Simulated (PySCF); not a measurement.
# C5H5N: the cost of one run

Method: levels as typed in each script, gas phase, geometry from GFN2-xTB; program: PySCF 2.14.0.

## Step 1: The system as given

SMILES `c1ccncc1`, 11 atoms, charge 0, spin multiplicity 1.

Bond lengths: C1–C2 1.386 Å, C1–C6 1.386 Å, C1–H7 1.081 Å, C2–C3 1.387 Å, C2–H8 1.079 Å, C3–N4 1.322 Å, C3–H9 1.083 Å, N4–C5 1.322 Å, C5–C6 1.387 Å, C5–H10 1.083 Å, C6–H11 1.079 Å. Angles: C2–C1–C6 118.7°, C2–C1–H7 120.7°, C6–C1–H7 120.7°, C1–C2–C3 118.2°, C1–C2–H8 121.1°, C3–C2–H8 120.7°, C2–C3–N4 123.4°, C2–C3–H9 121.1°, N4–C3–H9 115.5°, C3–N4–C5 118.1°, N4–C5–C6 123.4°, N4–C5–H10 115.5°, C6–C5–H10 121.1°, C1–C6–C5 118.2°, C1–C6–H11 121.1°, C5–C6–H11 120.7°.

As a file:

```
C    -0.0024    1.3736    0.0000
C    -1.1932    0.6649    0.0000
C    -1.1321   -0.7208    0.0000
N     0.0025   -1.3989    0.0000
C     1.1345   -0.7170    0.0000
C     1.1909    0.6689    0.0000
H    -0.0043    2.4544    0.0000
H    -2.1449    1.1736    0.0000
H    -2.0334   -1.3205    0.0000
H     2.0379   -1.3136    0.0000
H     2.1409    1.1809    0.0000
```

## Step 2: Localised orbitals (HF/6-31g*)

input.py reads:

```python
import numpy as np
from pyscf import gto, scf, dft, lo
from pyscf.data.elements import chemcore

def solve(mol, dm0=None, hcore=None):
    mf = scf.UHF(mol) if mol.spin else scf.RHF(mol)
    mf = mf.density_fit(auxbasis='def2-universal-jkfit')
    mf.conv_tol, mf.max_cycle = 1e-8, 80
    if hcore is not None:
        mf.get_hcore = lambda *args: hcore
    mf.kernel(dm0)
    if not mf.converged:
        mf = mf.newton().run(mf.mo_coeff, mf.mo_occ, max_cycle=30)
    assert mf.converged, 'SCF not converged'
    return mf

mol = gto.M(atom='''
C     -0.00241     1.37360     0.00000
C     -1.19318     0.66485     0.00000
C     -1.13211    -0.72082     0.00000
N      0.00246    -1.39887     0.00000
C      1.13455    -0.71697     0.00000
C      1.19092     0.66889     0.00000
H     -0.00435     2.45444     0.00000
H     -2.14489     1.17360     0.00000
H     -2.03341    -1.32050     0.00000
H      2.03789    -1.31359     0.00000
H      2.14090     1.18087     0.00000
''', basis='6-31g*', charge=0, spin=0, verbose=4)
mf = solve(mol)
occ_all = mf.mo_coeff[:, mf.mo_occ > 0]
occ = occ_all[:, chemcore(mol):]
loc = lo.ibo.ibo(mol, occ, iaos=lo.iao.iao(mol, occ_all))
fock, s = mf.get_fock(), mf.get_ovlp()
ortho = lo.orth_ao(mol, 'meta_lowdin')
ortho = lo.vec_lowdin(lo.iao.iao(mol, occ_all), s)
labels = lo.iao.reference_mol(mol).ao_labels(fmt=None)
vir = lo.vvo.livvo(mol, occ_all, mf.mo_coeff[:, mf.mo_occ == 0])
both = np.hstack([loc, vir])
p = (ortho.T @ s @ both) ** 2
pop = np.array([p[[l[0] == a for l in labels]].sum(0) for a in range(mol.natm)])
spd = np.array([[p[[l[0] == a and l[2][-1] == k for l in labels]].sum(0) for k in 'spd'] for a in range(mol.natm)])
eps = np.einsum('pi,pq,qi->i', both, fock, both)
for i in np.argsort(eps):
    top = np.argsort(-pop[:, i])[:3]
    print('%3d %s %9.4f Eh ' % (i + 1, 'occ' if i < loc.shape[1] else 'vir', eps[i]), '  '.join('%s%d %.3f' % (mol.atom_symbol(a), a + 1, pop[a, i]) for a in top))
np.savez('result.npz', c=both, nocc=loc.shape[1], pop=pop, spd=spd, eps=eps, e=mf.e_tot)
```

The run is started by

```console
OMP_NUM_THREADS=1 python input.py
```

Q: Estimate wall time and peak memory on 1 thread of Arm Neoverse V1, shared host.

About 2 s, with a peak of 0.17 GiB.
